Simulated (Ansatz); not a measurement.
Silver (diamond) across density functionals

All rows: Ansatz, plane waves with scalar-relativistic PAW, 420 eV (500 eV for the SCAN forms), relaxed under each functional, no dispersion correction, no zero-point motion. B₀ comes from uniform scaling at fixed shape; a dash is a value not given.

```csv
functional,V (Å³/atom),cell,B₀ (GPa),magnetic state,ΔE to fcc (meV/atom)
PBE,29.99,a = 6.214 Å,30,spin not included,783
r²SCAN,28.30,a = 6.095 Å,39,spin not included,871
PBEsol,27.49,a = 6.036 Å,42,spin not included,990
LDA,26.07,a = 5.930 Å,52,spin not included,1063
revPBE,31.71,a = 6.331 Å,23,spin not included,690
RPBE,32.41,a = 6.377 Å,21,spin not included,654
BLYP,32.40,a = 6.376 Å,24,spin not included,463
```

LDA gives the smallest volume and RPBE the largest.
